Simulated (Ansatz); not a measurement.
Input and output of a relaxation of cell and atoms on HgTe (started from an entry of an open crystallographic database) (Ansatz 0.2.0, r2SCAN). The starting cell comes from a relaxation with PBE.

Input file:
```yaml
crystal:
  lattice:
    - [0.0, 3.3268548961, 3.3268548961]
    - [3.3268548961, 0.0, 3.3268548961]
    - [3.3268548961, 3.3268548961, 0.0]
  atoms:
    - { symbol: Hg, position: [0.0, 0.0, 0.0] }
    - { symbol: Te, position: [0.25, 0.25, 0.25] }
kpoints:
  mp_grid: { grid: [6, 6, 6] }
hamiltonian:
  xc: r2scan
scf:
  occupations: { method: fermi_dirac, width: 0.02 }
relax:
  f_tol: 0.005
  cell: {}
```

Run as `ansatz run input.yaml --threads 2 --pin off --max-ram 2211MiB --backend cpu --events-out ev --progress --plain --runs-dir out`.

Problem. What does the program print?

Solution. Abridged output:
```
Functional definition: r2SCAN
Crystal: 2 atoms, lattice volume = 73.643 Å³
Basis set: ecut = 500 eV, 1893 PW (Γ)
Bands: 22, of which v1, the nominal top of the filled ones, is band 18 counted from 1 (17 counted from 0)
Symmetry: 24 space group operations
Space group: F-43m (ITA 216)
k-points: 16 of 216 (time reversal used)
relax step 1: F+E_penalty+E_count = -20823.02345756 eV  P = -1.285 GPa  Ω = 73.643 Å³
relax step 2: F+E_penalty+E_count = -20823.03331601 eV  P = +0.504 GPa  Ω = 70.246 Å³
relax step 3: F+E_penalty+E_count = -20823.03446406 eV  P = -0.035 GPa  Ω = 71.170 Å³
relax step 4: F+E_penalty+E_count = -20823.03403043 eV  P = -0.041 GPa  Ω = 71.170 Å³  (SCF on a basis re-selected at this cell)
Free energy (F): -20823.034030 eV
Internal energy: -20823.033677 eV  (E = F + TS)
E sigma→0 (E₀):  -20823.033854 eV
Entropy (-TS):   -0.000354 eV (-0.177 meV/atom)
Fermi energy:    7.683361 eV
--- Per-component energies (eV) ---
  E_band       = -829.284778
  E_kinetic    = 782.677797
  E_local      = -4921.041500
  E_nonlocal   = -235.942459
  E_hartree    = 2385.068442
  E_xc         = -322.424251
  E_vxc        = -400.457567
  E_paw        = -14657.996728
  E_vpaw       = -851.674770
  E_vtau       = 27.016519
  E_ewald      = -3853.511255
  E_core_change = 0.135928
  E_smearing   = -0.000354
--- Stress (GPa, compression-positive) ---
       -0.040719       0.000000       0.000000
        0.000000      -0.040719       0.000000
        0.000000       0.000000      -0.040719
  P = ⅓ Tr σ = -0.0407 GPa (-0.407 kbar)
--- Relaxed structure (3 steps of the walk, 3 accepted, 1 SCFs on fresh bases) ---
  F+E_penalty+E_count = -20823.03403043 eV
  cell:  # Å, volume = 71.1705 Å³
    - [0.000000, 3.289197, 3.289197]
    - [3.289197, 0.000000, 3.289197]
    - [3.289197, 3.289197, 0.000000]
  atoms:
    - { symbol: Hg, position: [0.000000, 0.000000, 0.000000] }
    - { symbol: Te, position: [0.250000, 0.250000, 0.250000] }
```
Iteration counts and the last digits belong to this one run.

In 3 steps the volume changed by -3.4 %; between the first SCF and the last, each on a basis chosen for its cell, the energy fell by 5.3 meV an atom. At the end: it is cubic, F-43m (No. 216); conventional cell a = 6.578 Å, 35.59 Å³ an atom. Hg is surrounded by 4 Te at 2.85 Å; Te is surrounded by 4 Hg at 2.85 Å.

The values are computed, spin-unpolarised, and not measurements.
